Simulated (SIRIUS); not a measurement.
The system is BP.

```
B P
1.0
     3.19814    0.00000    0.00000
    -1.59907    2.76967    0.00000
     0.00000    0.00000    6.97390
B P
2 2
Cartesian
  1.5991 0.9232 0.0000
  0.0000 1.8465 3.4870
  0.0000 1.8465 0.0000
  0.0000 0.0000 3.4870
```

The cell was built by a generator and needn't be a form met in nature.

Base run:

```yaml
Program: SIRIUS 7.10.0
Functional: BLYP
Potentials_or_basis: PseudoDojo 0.4.1 PBE standard (scalar relativistic)
Cutoff: 1054 eV
Density_cutoff: 4214 eV
k_mesh: 7 × 7 × 3
Occupations: fermi-dirac, width 0.05 eV
Spin: no spin polarisation
```

Its results: band gap on the k mesh 0.92 eV; pressure 6.0 GPa.

After a change of settings the same cell gave: band gap on the k mesh 0.95 eV; pressure 4.0 GPa. Which change was it?
A. functional from BLYP to PBEsol; libxc names from ["XC_GGA_X_B88", "XC_GGA_C_LYP"] to ["XC_GGA_X_PBE_SOL", "XC_GGA_C_PBE_SOL"]
B. functional from BLYP to AM05; libxc names from ["XC_GGA_X_B88", "XC_GGA_C_LYP"] to ["XC_GGA_X_AM05", "XC_GGA_C_AM05"]
C. functional from BLYP to B97-D; libxc names from ["XC_GGA_X_B88", "XC_GGA_C_LYP"] to ["XC_GGA_XC_B97_D"]
D. functional from BLYP to LDA; libxc names from ["XC_GGA_X_B88", "XC_GGA_C_LYP"] to ["XC_LDA_X", "XC_LDA_C_PW"]

C.

Caveats: the potentials were made for another functional, which shifts forces and pressure; an odd mesh through Γ misses points on the zone boundary, where band edges often lie; this functional lacks dispersion, which binds the layers, so the pressure and a relaxed spacing across them are unreliable (some runs).

Runs at the PBE level aren't shown here.
